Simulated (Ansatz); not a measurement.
# Titanium, diamond: HSE06 after PBE

How do the levels change when part of the exchange is made exact, and what does it cost? Spin polarisation is left out. The geometry was relaxed under PBE beforehand and is kept. Exact exchange is dear, so the k-mesh is coarse, and PBE is run on the same mesh for comparison.

Method: DFT, plane waves (420 eV) with PBE-made PAW files, scalar-relativistic; functionals as named at each step, in Ansatz 0.2.0.

## Step 1: The structure to begin with

It takes space group Fd-3m (No. 227, cubic). The conventional cell has a = 5.700 Å, b = 5.700 Å, c = 5.700 Å, α = 90.00°, β = 90.00°, γ = 90.00°. Ti (site symmetry -43m) is surrounded by 4 Ti at 2.47 Å.

As a file:

```cif
data_structure
_symmetry_space_group_name_H-M 'Fd-3m:1'
_symmetry_Int_Tables_number 227
_cell_length_a 5.6997
_cell_length_b 5.6997
_cell_length_c 5.6997
_cell_angle_alpha 90.000
_cell_angle_beta 90.000
_cell_angle_gamma 90.000
_cell_volume 185.16
loop_
_atom_site_label
_atom_site_type_symbol
_atom_site_symmetry_multiplicity
_atom_site_Wyckoff_symbol
_atom_site_fract_x
_atom_site_fract_y
_atom_site_fract_z
_atom_site_occupancy
Ti1 Ti 8 b 0.75000 0.75000 0.75000 1
```

## Step 2: PBE, coarse mesh

The run with PBE.

File input.yaml:

```yaml
crystal:
  lattice:
    - [0.0, 2.8498512196, 2.8498512196]
    - [2.8498512196, 0.0, 2.8498512196]
    - [2.8498512196, 2.8498512196, 0.0]
  atoms:
    - { symbol: Ti, position: [0.125, 0.125, 0.125] }
    - { symbol: Ti, position: [0.875, 0.875, 0.875] }
hamiltonian:
  xc: pbe
  pseudopotentials:
    kind: paw
    azcp:
      Ti: "pseudopotentials/Ti.paw.azcp"
basis:
  ecutwfc: 420
  fft_grid_basis: typed
kpoints:
  mp_grid: { grid: [5, 5, 5], shift: [0, 0, 0] }
magnetization:
  spin_polarized: false
scf:
  occupations: { method: fermi_dirac, width: 0.1 }
output:
  write_density: true
  write_potential: true
  elf: true
  volumetric_format: npy
```

Started as:

```
$ ansatz run input.yaml --threads 4 --pin off --max-ram 8192MiB --backend cpu --events-out ev --progress --plain --runs-dir out
```

Output:

```text
Warning: RAYON_NUM_THREADS=4 ignored (pool sized by the plan → 4); use --threads N
Engine: ansatz 0.2.0, x86_64-unknown-linux-gnu
Pseudopotentials: kind: paw
Pseudopotential: Ti, paw, valence charge 12, recommended cutoff 420 eV (normal), <dir>
Functional definition: PBE
  parameter kappa = 0.804
  parameter beta = 0.06672455060314922
  exchange = pbe_x(kappa = kappa, mu = beta*pi^2/3)
  correlation = pbe_c(beta = beta)
Crystal: 2 atoms, lattice volume = 46.291 Å³
Basis set: ecut = 420 eV, 893 PW (Γ)
Bands: 16, of which v1, the nominal top of the filled ones, is band 12 counted from 1 (11 counted from 0)
Symmetry: 48 space group operations
Space group: Fd-3m (ITA 227), of the structure as read, at distance tolerance 3.6e-5 Å
k-points: 10 of 125
Non-local potential: Ti, projectors of the file, l = 0: 3, l = 1: 2, l = 2: 3, l = 3: 1
PAW form: soft (Blöchl's): semilocal exchange-correlation on the pseudo side does not see the compensation charge
PAW one-centre angular grid: Ti, 590 points (default); XC on 64 Gauss nodes
Initial density: superposition of atomic densities (neutral atoms: chi_scale 0, normalization atom), corrected by the library's trained network
Initial wavefunctions: pseudopotential atomic-orbital guess
Functional: x = pbe(κ = 0.804, μ = 0.2195149727645171), c = pbe(β = 0.06672455060314922)
SCF iter   1: F=—  HF=-4994.732024 eV  |F-HF|=—  |Δ(HF+E_count)|=         —  Δρ=6.15e-3  dr2=9.75e-3  ethr=1.77e-3  ⟨swp⟩=4.2  Hψ=666  notcnv=0
preconditioner: auto → Kerker (q_TF=auto, 2.445 Å⁻¹)  [metal: Δε(μ)=0.036 eV  Ē_g=1.945 eV  σ=0.100 eV  W_gap=0.09  n_scr=14 (ndim 8)  ℏωp=15.4 eV  f_vac=0.000  D(μ)=7.03/eV (n_scr^D=112)]
SCF iter   2: F=—  HF=-4994.733128 eV  |F-HF|=—  |Δ(HF+E_count)|=   1.10e-3  Δρ=3.52e-3  dr2=3.39e-3  ethr=4.06e-5  ⟨swp⟩=1.2  Hψ=243  notcnv=0
SCF iter   3: F=—  HF=-4994.733927 eV  |F-HF|=—  |Δ(HF+E_count)|=   7.98e-4  Δρ=5.46e-4  dr2=1.46e-4  ethr=1.41e-5  ⟨swp⟩=2.0  Hψ=200  notcnv=0
SCF iter   4: F=—  HF=-4994.733921 eV  |F-HF|=—  |Δ(HF+E_count)|=   5.71e-6  Δρ=1.33e-4  dr2=6.27e-6  ethr=6.09e-7  ⟨swp⟩=2.9  Hψ=280  notcnv=0
SCF iter   5: F=—  HF=-4994.733927 eV  |F-HF|=—  |Δ(HF+E_count)|=   6.26e-6  Δρ=4.63e-5  dr2=1.28e-6  ethr=2.61e-8  ⟨swp⟩=2.2  Hψ=218  notcnv=0
SCF iter   6: F=-4994.733927 eV  HF=-4994.733927 eV  |F-HF|=7.96e-9  |Δ(HF+E_count)|=   1.44e-8  Δρ=1.28e-5  dr2=4.45e-8  ethr=4.17e-10  ⟨swp⟩=1.0  Hψ=492  notcnv=0
SCF 1 converged in 6 iterations: F = -4994.733927 eV  dr2 = 4.45e-8
SCF converged after 6 iterations
Free energy (F): -4994.733927 eV
Harris-Foulkes:  -4994.733927 eV  (|F-HF|=7.96e-9)
Internal energy: -4994.512660 eV  (E = F + TS)
E sigma→0 (E₀):  -4994.623293 eV
Entropy (-TS):   -0.221268 eV (-110.634 meV/atom)
Fermi energy:    9.063980 eV
--- Per-component energies (eV) ---
  E_band       = -410.507650
  E_kinetic    = 548.622610
  E_local      = -2238.097466  (includes V_loc(G=0)·N_el)
  E_nonlocal   = 24.931633
  E_hartree    = 921.934254
  E_xc         = -192.332671
  E_vxc        = -240.431237  (∫ρ·V_xc dr)
  E_paw        = -2099.856788  (= ΣΔE_a)
  E_vpaw       = -349.408023  (= ΣTr[D̂ρ^β])
  E_aug_tail   = 0.000253  (compensation charges beyond the density's cutoff)
  E_ewald      = -1959.714484
  E_smearing   = -0.221268  (= −TS)
  E_closure    = -0.000000  (closes the sum)
  Σ components = -4994.733927   (vs F -4994.733927, Δ=0.00e0)
--- Band table (eV; the first three rows and the last of 10) ---
  k-point 0: bands = ["-47.6127", "-47.1280", "-24.0805", "-24.0805", "-24.0805", "-23.3704", "-23.3704", "-23.3704", "4.3200", "8.4812", "8.4812", "8.9255", "8.9255", "8.9255", "10.7383", "10.7383"]
  k-point 1: bands = ["-47.5795", "-47.1624", "-24.1127", "-24.1127", "-24.0823", "-23.3741", "-23.3374", "-23.3374", "4.9443", "8.2966", "8.2966", "8.9681", "9.2705", "9.2705", "10.0422", "10.7535"]
  k-point 2: bands = ["-47.5092", "-47.2345", "-24.1597", "-24.1597", "-24.0880", "-23.3769", "-23.2892", "-23.2892", "6.5273", "8.4074", "8.4074", "8.4342", "9.0893", "9.0893", "9.3473", "11.3274"]
  k-point 9: bands = ["-47.4330", "-47.3119", "-24.2630", "-24.2296", "-23.8479", "-23.6113", "-23.2211", "-23.1931", "7.2342", "7.5344", "8.6122", "9.0845", "9.3968", "9.5703", "9.8801", "10.6997"]
```

It took 0.64 s on 4 threads of AMD EPYC 7B13 (Zen 3), shared host; peak memory 0.34 GiB.

The maps below are laid out on this run's own conventional cell (a, b, c = 5.700, 5.700, 5.700 Å).

Density in a lattice plane of the grid's cell (edges 5.70 and 5.70 Å, at 0.125 of the third edge), which holds Ti.

Values in e/Å³, 12 rows by 12 columns:
```
0.16 0.20 0.20 0.16 0.14 0.12 0.11 0.10 0.10 0.11 0.12 0.14
0.11 0.10 0.10 0.11 0.12 0.14 0.16 0.19 0.19 0.16 0.14 0.12
0.08 0.07 0.07 0.08 0.11 0.16 0.38 1.64 1.68 0.40 0.16 0.11
0.07 0.05 0.05 0.07 0.10 0.20 1.47 8.00 8.20 1.68 0.19 0.10
0.07 0.05 0.05 0.07 0.10 0.20 1.45 7.79 8.00 1.64 0.19 0.10
0.08 0.07 0.07 0.08 0.11 0.16 0.36 1.45 1.47 0.38 0.16 0.11
0.11 0.10 0.10 0.11 0.12 0.14 0.16 0.20 0.20 0.16 0.14 0.12
0.16 0.19 0.19 0.16 0.14 0.12 0.11 0.10 0.10 0.11 0.12 0.14
0.38 1.64 1.68 0.40 0.16 0.11 0.08 0.07 0.07 0.08 0.11 0.16
1.47 8.00 8.20 1.68 0.19 0.10 0.07 0.05 0.05 0.07 0.10 0.20
1.45 7.79 8.00 1.64 0.19 0.10 0.07 0.05 0.05 0.07 0.10 0.20
0.36 1.45 1.47 0.38 0.16 0.11 0.08 0.07 0.07 0.08 0.11 0.16
```
Columns run along the first of these edges and rows up along the second, over one cell in 12 and 12 even steps from the bottom left corner. Atoms in the plane (fractional): Ti at (0.12, 0.12), Ti at (0.62, 0.62).

ELF in the same plane.

Ten even steps from ' ' (0.07) to '@' (0.61):
```
....::::::..::----==--======++++++==========----
----::::::----==------====++======++====------==
================------==----::::::----==------==
====++++++======--==----..............--====--==
====------==========--..::++##%%##++::..--======
----::::::--====++==::..++@@@@%%@@@@++..::==++==
--::::::::::--++++--..::%%@@==  ==@@%%::..--++++
--::::::::::--++++--..--%%@@--  --@@%%::..--++++
==--::::::--====++==::..++@@@@%%@@@@++..::==++==
====------==========--....++##%%%%++::..--======
====++++++==========----....::::::..::----==--==
==++======++====------==----::::::----==------==
----::::::----==------==================------==
..............--====--======++++++======--==----
::++##%%##++::..--==========------==========--..
++@@@@%%@@@@++..::==++==----::::::--====++==::..
%%@@==  ==@@%%::..--++++--::::::::::--++++--..::
%%@@--  --@@%%::..--++++--::::::::::--++++--..--
++@@@@%%@@@@++..::==++====--::::::--====++==::..
..++##%%%%++::..--==========------==========--..
```
Columns run along the first of these edges and rows up along the second, over one cell in 24 and 20 even steps from the bottom left corner. Atoms in the plane (fractional): Ti at (0.12, 0.12), Ti at (0.62, 0.62).

Both are smooth fields of the valence electrons: close to the nuclei they are not physical.

## Step 3: HSE06 on the coarse mesh

The run with HSE06.

Edit input.yaml of step 2 so:

```diff
@@ -9,3 +9,3 @@
 hamiltonian:
-  xc: pbe
+  xc: hse06
   pseudopotentials:
@@ -23,6 +23 @@
   occupations: { method: fermi_dirac, width: 0.1 }
-output:
-  write_density: true
-  write_potential: true
-  elf: true
-  volumetric_format: npy
```

Started as:

```
$ ansatz run input.yaml --threads 4 --pin off --max-ram 8192MiB --backend cpu --events-out ev --progress --plain --runs-dir out
```

Output:

```text
Warning: RAYON_NUM_THREADS=4 ignored (pool sized by the plan → 4); use --threads N
[... 3 set-up lines as earlier in the session ...]
Functional definition: HSE06
  parameter a = 0.25
  parameter omega = 0.11/bohr
  exchange = pbe_x - a*pbe_x_sr(omega) + a*exact_x_sr(omega)
  correlation = pbe_c
Crystal: 2 atoms, lattice volume = 46.291 Å³
Basis set: ecut = 420 eV, 893 PW (Γ)
Bands: 16, of which v1, the nominal top of the filled ones, is band 12 counted from 1 (11 counted from 0)
[... 2 set-up lines as earlier in the session ...]
k-points: 10 of 125
[... 2 set-up lines as earlier in the session ...]
PAW frozen core: Ti, regenerated for the run's functional, and the local potential with it (the file was generated under x = pbe(κ = 0.804, μ = 0.2195149727645171), c = pbe(β = 0.06672455060314922))
[... 3 set-up lines as earlier in the session ...]
Functional: x = pbe(κ = 0.804, μ = 0.2195149727645171), c = pbe(β = 0.06672455060314922), warm-up for x = pbe(κ = 0.804, μ = 0.2195149727645171) + 0.25 (exact − pbe) at short range (hse, ω = 0.20786987370883472 Å⁻¹), c = pbe(β = 0.06672455060314922); HSE06 as pw.x's `hse` composes it (authors' and Libxc's form: `xc: wpbeh`)
SCF iter   1: F=—  HF=-4994.735878 eV  |F-HF|=—  |Δ(HF+E_count)|=         —  Δρ=6.32e-3  dr2=1.07e-2  ethr=1.77e-3  ⟨swp⟩=5.2  Hψ=667  notcnv=0
preconditioner: auto → Kerker (q_TF=auto, 2.445 Å⁻¹)  [metal: Δε(μ)=0.036 eV  Ē_g=1.947 eV  σ=0.100 eV  W_gap=0.09  n_scr=14 (ndim 8)  ℏωp=15.4 eV  f_vac=0.000  D(μ)=7.03/eV (n_scr^D=112)]
SCF iter   2: F=—  HF=-4994.736635 eV  |F-HF|=—  |Δ(HF+E_count)|=   7.57e-4  Δρ=3.64e-3  dr2=4.11e-3  ethr=4.45e-5  ⟨swp⟩=3.1  Hψ=338  notcnv=0
iter 3 solved again at ethr=5.11e-7 eV; its pass at ethr=1.71e-5 eV (dr2=1.23e-4 eV) is discarded
SCF iter   3: F=—  HF=-4994.737432 eV  |F-HF|=—  |Δ(HF+E_count)|=   7.98e-4  Δρ=6.13e-4  dr2=1.30e-4  ethr=5.11e-7  ⟨swp⟩=4.7  Hψ=791  notcnv=0
SCF iter   4: F=—  HF=-4994.737445 eV  |F-HF|=—  |Δ(HF+E_count)|=   1.24e-5  Δρ=1.47e-4  dr2=1.28e-5  ethr=5.11e-7  ⟨swp⟩=2.9  Hψ=341  notcnv=0
SCF iter   5: F=—  HF=-4994.737446 eV  |F-HF|=—  |Δ(HF+E_count)|=   9.43e-7  Δρ=5.26e-5  dr2=2.48e-6  ethr=5.33e-8  ⟨swp⟩=4.0  Hψ=357  notcnv=0
SCF iter   6: F=—  HF=-4994.737446 eV  |F-HF|=—  |Δ(HF+E_count)|=   8.32e-8  Δρ=1.79e-5  dr2=1.49e-7  ethr=1.03e-8  ⟨swp⟩=4.4  Hψ=384  notcnv=0
SCF iter   7: F=—  HF=-4994.737446 eV  |F-HF|=—  |Δ(HF+E_count)|=   7.05e-8  Δρ=6.27e-6  dr2=2.68e-8  ethr=6.23e-10  ⟨swp⟩=5.2  Hψ=467  notcnv=0
SCF iter   8: F=—  HF=-4994.737446 eV  |F-HF|=—  |Δ(HF+E_count)|=   5.45e-9  Δρ=1.29e-6  dr2=1.12e-9  ethr=1.12e-10  ⟨swp⟩=3.6  Hψ=372  notcnv=0
SCF iter   9: F=-4994.737446 eV  HF=-4994.737446 eV  |F-HF|=7.28e-12  |Δ(HF+E_count)|=  1.15e-10  Δρ=1.94e-7  dr2=1.78e-11  ethr=4.68e-12  ⟨swp⟩=5.1  Hψ=460  notcnv=0
SCF 1 converged in 9 iterations: F = -4994.737446 eV  dr2 = 1.78e-11
Initial density: handed on by an earlier stage of this run
Initial wavefunctions: those handed on with the density
Functional: x = pbe(κ = 0.804, μ = 0.2195149727645171) + 0.25 (exact − pbe) at short range (hse, ω = 0.20786987370883472 Å⁻¹), c = pbe(β = 0.06672455060314922); HSE06 as pw.x's `hse` composes it (authors' and Libxc's form: `xc: wpbeh`)
Exchange kernel: α = 0.2500, screened, ω = 0.2079 Å⁻¹, Wigner–Seitz truncation, v(0) = 1044.2616 eV·Å³, q-mesh 5×5×5, nearest image of the exchange supercell L = 20.15 Å, pair-density grid 18×18×18, without the augmentation charges, whose exchange is taken in its separable form by FFT convolution over the k-point mesh (sized by the pseudopotential files, 24×24×24 at the most), smooth part of the exact exchange by density-matrix convolution
Frozen-core exchange: fock
iter 1 solved again at ethr=7.10e-4 eV; its pass at ethr=1.00e-1 eV (dr2=1.70e-1 eV) is discarded
SCF iter   1: F=—  HF=-4992.298621 eV  |F-HF|=—  |Δ(HF+E_count)|=         —  Δρ=2.54e-2  dr2=4.11e-1  ethr=7.10e-4  ⟨swp⟩=4.5  Hψ=797  notcnv=0
eigensolver tolerance schedule calibrated: the retry pair's looser diagonalisation under-reported the residual by θ = 0.54 (0.25/decade); ethr = c·dr2/N_el runs at the constant in force after the calibration composes with the one it found (an armed cap, an earlier calibration), c = 1.6e-2
preconditioner: auto → Kerker (q_TF=auto, 2.445 Å⁻¹)  [metal: Δε(μ)=0.074 eV  Ē_g=2.569 eV  σ=0.100 eV  W_gap=0.18  n_scr=14 (ndim 8)  ℏωp=15.4 eV  f_vac=0.000  D(μ)=5.15/eV (n_scr^D=64)]
SCF iter   2: F=—  HF=-4992.190854 eV  |F-HF|=—  |Δ(HF+E_count)|=   1.08e-1  Δρ=6.68e-3  dr2=6.69e-2  ethr=2.43e-4  ⟨swp⟩=4.3  Hψ=554  notcnv=0
SCF iter   3: F=—  HF=-4992.180817 eV  |F-HF|=—  |Δ(HF+E_count)|=   1.00e-2  Δρ=2.39e-3  dr2=2.53e-2  ethr=2.40e-5  ⟨swp⟩=3.9  Hψ=428  notcnv=0
SCF iter   4: F=—  HF=-4992.214213 eV  |F-HF|=—  |Δ(HF+E_count)|=   3.34e-2  Δρ=4.49e-3  dr2=2.85e-2  ethr=2.70e-6  ⟨swp⟩=5.1  Hψ=549  notcnv=0
SCF iter   5: F=—  HF=-4992.244454 eV  |F-HF|=—  |Δ(HF+E_count)|=   3.02e-2  Δρ=4.72e-3  dr2=1.13e-2  ethr=2.70e-6  ⟨swp⟩=5.2  Hψ=609  notcnv=0
SCF iter   6: F=—  HF=-4992.258444 eV  |F-HF|=—  |Δ(HF+E_count)|=   1.40e-2  Δρ=2.03e-3  dr2=1.24e-3  ethr=2.70e-6  ⟨swp⟩=5.6  Hψ=588  notcnv=0
SCF iter   7: F=-4992.260475 eV  HF=-4992.260501 eV  |F-HF|=2.58e-5  |Δ(HF+E_count)|=   2.06e-3  Δρ=5.55e-4  dr2=1.98e-4  ethr=4.82e-7  ⟨swp⟩=5.3  Hψ=583  notcnv=0
SCF 2 stopped early in 7 iterations: F = -4992.260475 eV  dr2 = 1.98e-4
hybrid outer 1: dexx = +2.116e-1 eV, tail = 8.22e-4 eV
Exchange kernel: α = 0.2500, screened, ω = 0.2079 Å⁻¹, Wigner–Seitz truncation, v(0) = 1044.2616 eV·Å³, q-mesh 5×5×5, nearest image of the exchange supercell L = 20.15 Å, pair-density grid 18×18×18, without the augmentation charges, whose exchange is taken in its separable form by FFT convolution over the k-point mesh (sized by the pseudopotential files, 24×24×24 at the most), smooth part of the exact exchange by density-matrix convolution
Frozen-core exchange: fock
SCF iter   1: F=—  HF=-4992.257330 eV  |F-HF|=—  |Δ(HF+E_count)|=         —  Δρ=8.83e-4  dr2=1.42e-4  ethr=1.71e-5  ⟨swp⟩=4.3  Hψ=353  notcnv=0
preconditioner: auto → Kerker (q_TF=auto, 2.445 Å⁻¹)  [metal: Δε(μ)=0.043 eV  Ē_g=2.530 eV  σ=0.100 eV  W_gap=0.11  n_scr=14 (ndim 8)  ℏωp=15.4 eV  f_vac=0.000  D(μ)=3.54/eV (n_scr^D=50)]
SCF iter   2: F=—  HF=-4992.257423 eV  |F-HF|=—  |Δ(HF+E_count)|=   9.32e-5  Δρ=3.44e-4  dr2=3.99e-5  ethr=5.53e-7  ⟨swp⟩=4.6  Hψ=418  notcnv=0
iter 3 solved again at ethr=1.24e-8 eV; its pass at ethr=1.28e-7 eV (dr2=2.98e-6 eV) is discarded
SCF iter   3: F=—  HF=-4992.257505 eV  |F-HF|=—  |Δ(HF+E_count)|=   8.23e-5  Δρ=1.58e-4  dr2=5.84e-6  ethr=1.24e-8  ⟨swp⟩=2.8  Hψ=780  notcnv=0
SCF iter   4: F=—  HF=-4992.257512 eV  |F-HF|=—  |Δ(HF+E_count)|=   6.94e-6  Δρ=8.27e-5  dr2=2.02e-6  ethr=1.24e-8  ⟨swp⟩=4.7  Hψ=438  notcnv=0
SCF iter   5: F=—  HF=-4992.257515 eV  |F-HF|=—  |Δ(HF+E_count)|=   2.92e-6  Δρ=3.30e-5  dr2=3.32e-7  ethr=5.13e-9  ⟨swp⟩=4.8  Hψ=488  notcnv=0
SCF iter   6: F=-4992.257516 eV  HF=-4992.257516 eV  |F-HF|=3.22e-9  |Δ(HF+E_count)|=   1.40e-6  Δρ=1.19e-5  dr2=4.22e-8  ethr=7.29e-10  ⟨swp⟩=5.1  Hψ=532  notcnv=0
SCF 3 converged in 6 iterations: F = -4992.257516 eV  dr2 = 4.22e-8
hybrid outer 2: dexx = +4.243e-4 eV, tail = 1.43e-6 eV, Δε = 2.01e-2 eV (about 1.15e-3 eV left of the loop's levels)
Exchange kernel: α = 0.2500, screened, ω = 0.2079 Å⁻¹, Wigner–Seitz truncation, v(0) = 1044.2616 eV·Å³, q-mesh 5×5×5, nearest image of the exchange supercell L = 20.15 Å, pair-density grid 18×18×18, without the augmentation charges, whose exchange is taken in its separable form by FFT convolution over the k-point mesh (sized by the pseudopotential files, 24×24×24 at the most), smooth part of the exact exchange by density-matrix convolution
Frozen-core exchange: fock
SCF iter   1: F=—  HF=-4992.257526 eV  |F-HF|=—  |Δ(HF+E_count)|=         —  Δρ=3.99e-5  dr2=3.00e-7  ethr=2.98e-8  ⟨swp⟩=4.9  Hψ=407  notcnv=0
preconditioner: auto → Kerker (q_TF=auto, 2.445 Å⁻¹)  [metal: Δε(μ)=0.043 eV  Ē_g=2.535 eV  σ=0.100 eV  W_gap=0.11  n_scr=14 (ndim 8)  ℏωp=15.4 eV  f_vac=0.000  D(μ)=3.49/eV (n_scr^D=50)]
SCF iter   2: F=—  HF=-4992.257527 eV  |F-HF|=—  |Δ(HF+E_count)|=   1.28e-6  Δρ=3.98e-5  dr2=2.49e-7  ethr=6.35e-10  ⟨swp⟩=5.0  Hψ=484  notcnv=0
SCF iter   3: F=-4992.257528 eV  HF=-4992.257528 eV  |F-HF|=5.16e-9  |Δ(HF+E_count)|=   9.67e-7  Δρ=1.40e-5  dr2=3.69e-8  ethr=6.35e-10  ⟨swp⟩=4.9  Hψ=503  notcnv=0
SCF 4 converged in 3 iterations: F = -4992.257528 eV  dr2 = 3.69e-8
hybrid outer 3: dexx = +3.853e-6 eV, tail = 9.22e-8 eV, Δε = 1.65e-3 eV (about 2.47e-4 eV left of the loop's levels)
hybrid SCF converged: 3 outer / 16 inner (+9 warm-up), last move |dexx| = 3.85e-6 eV, tail = 9.22e-8 eV
Stability not checked: this state was not tested for a lower state beside it, because the functional holds exact exchange (a hybrid, or Hartree-Fock), whose exchange loop this test does not read (fock_operator; see scf.lower_state_search)
Free energy (F): -4992.257528 eV
Frozen-core exchange: fock
Harris-Foulkes:  -4992.257528 eV  (|F-HF|=5.16e-9)
Internal energy: -4992.135887 eV  (E = F + TS)
E sigma→0 (E₀):  -4992.196707 eV
Entropy (-TS):   -0.121640 eV (-60.820 meV/atom)
Fermi energy:    9.237455 eV
--- Per-component energies (eV) ---
  E_band       = -473.982216
  E_kinetic    = 546.533732
  E_local      = -2215.216630  (includes V_loc(G=0)·N_el)
  E_nonlocal   = 19.689707
  E_hartree    = 904.940030
  E_xc         = -155.302673
  E_vxc        = -192.271828  (∫ρ·V_xc dr)
  E_exx        = -77.504130  (= α·E_x^exact, valence–valence)
  E_paw        = -2055.217815  (= ΣΔE_a)
  E_vpaw       = -287.591998  (= ΣTr[D̂ρ^β])
  E_aug_tail   = 0.000250  (compensation charges beyond the density's cutoff)
  E_ewald      = -1959.714484
  E_core_change = -0.343876  (= ΣΔE_core)
  E_smearing   = -0.121640  (= −TS)
  E_closure    = -0.000000  (closes the sum)
  Σ components = -4992.257528   (vs F -4992.257528, Δ=9.09e-13)
--- Band table (eV; the first three rows and the last of 10) ---
  k-point 0: bands = ["-52.6543", "-52.1482", "-27.4818", "-27.4818", "-27.4818", "-26.7486", "-26.7486", "-26.7486", "3.3944", "7.9674", "7.9674", "9.2210", "9.2210", "9.2210", "11.1458", "11.1458"]
  k-point 1: bands = ["-52.6192", "-52.1838", "-27.5203", "-27.5203", "-27.4948", "-26.7478", "-26.7103", "-26.7103", "4.1177", "7.8648", "7.8648", "9.2638", "9.5461", "9.5461", "10.2436", "11.1041"]
  k-point 2: bands = ["-52.5450", "-52.2586", "-27.5754", "-27.5754", "-27.5216", "-26.7409", "-26.6556", "-26.6556", "5.9657", "7.9964", "7.9964", "8.2517", "9.3388", "9.3388", "9.6410", "11.6845"]
  k-point 9: bands = ["-52.4651", "-52.3389", "-27.7012", "-27.6593", "-27.2522", "-27.0010", "-26.5767", "-26.5456", "6.7634", "7.0500", "8.5137", "8.9806", "9.6067", "9.8015", "10.1600", "10.9284"]
```

Run time: 8.6 s. Hardware: 4 threads of AMD EPYC 7B13 (Zen 3), shared host; peak memory 0.86 GiB.

## Step 4: The functionals compared

| functional | gap on the mesh | Fermi energy (eV) | SCF cycles | exchange loops | CPU time |
| --- | --- | --- | --- | --- | --- |
| PBE | none (levels filled in part) | 9.064 | 6 | - | 1.4 s |
| HSE06 | none (levels filled in part) | 9.237 | 25 | 3 | 27 s |

## Step 5: Outcome

| quantity | value |
| --- | --- |
| PBE: gap | none (levels filled in part) |
| HSE06: gap | none (levels filled in part) |
| HSE06: SCF cycles, exchange loops | 25, 3 |
| HSE06: CPU time over that of PBE | 19 |
| HSE06: relative to hcp | +2874 meV/atom |

In words: Neither PBE nor HSE06 shows a clean gap on this mesh. The hybrid took 19 times as much CPU time as PBE on the same settings. HSE06 needed 3 outer loops of the exchange operator. The dense-mesh value adds -1.3 meV/atom, the change that PBE shows between the coarse mesh and its own dense run (not shown). Under HSE06 it lies 2874 meV/atom above hcp (computed apart in the same way); on such meshes a few tens of meV are uncertain for metals. Absolute energies differ from functional to functional, by eV per atom at times, and say nothing by themselves.
